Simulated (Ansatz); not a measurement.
## MgO (CsCl type): zone-centre phonons and dielectric response

Perturbation theory with PBEsol in the plane-wave code Ansatz on the PBEsol cell, ground state and force constants on an 8×8×8 mesh. (Calculated; spin-unpolarised; the phase may be known or hypothetical.)

Space group Pm-3m (No. 221), cubic; conventional cell a = 2.633 Å, 9.13 Å³ an atom. Around Mg lie 8 O at 2.28 Å; around O lie 8 Mg at 2.28 Å.

```
Mg O
1.0
     2.63345    0.00000    0.00000
     0.00000    2.63345    0.00000
     0.00000    0.00000    2.63345
Mg O
1 1
Cartesian
  0.0000 0.0000 0.0000
  1.3167 1.3167 1.3167
```

Optical modes without the longitudinal term:
```
ω (cm⁻¹)  degeneracy  IR intensity, summed over the level ((D/Å)²/amu)
     126           3                                             32.85
```

The optical mode at Γ lies at 126 cm⁻¹ without the longitudinal term. With the long-range field the highest mode reaches 595 cm⁻¹. By the program's warning the force constants, and with them frequencies and ε⁰, aren't converged on this mesh.

ε∞: 3.78 in all directions. With the ions relaxed, ε⁰ is 85 in all directions. Born charges, averaged over directions: Mg +2.14, O -2.14 e.

With one polar mode in a cubic crystal the Lyddane-Sachs-Teller relation applies: (ω_LO/ω_TO)² = (595.0/125.8)² = 22.363, and ε⁰/ε∞ = 84.548/3.781 = 22.361. The refractive index √ε∞ is 1.94.

For comparison, on the r2SCAN cell the mean ε∞ is 3.40 with r2SCAN (ground state on 8×8×8; least gap 3.49 eV), 3.71 with PBE (ground state on 8×8×8; least gap 2.64 eV).
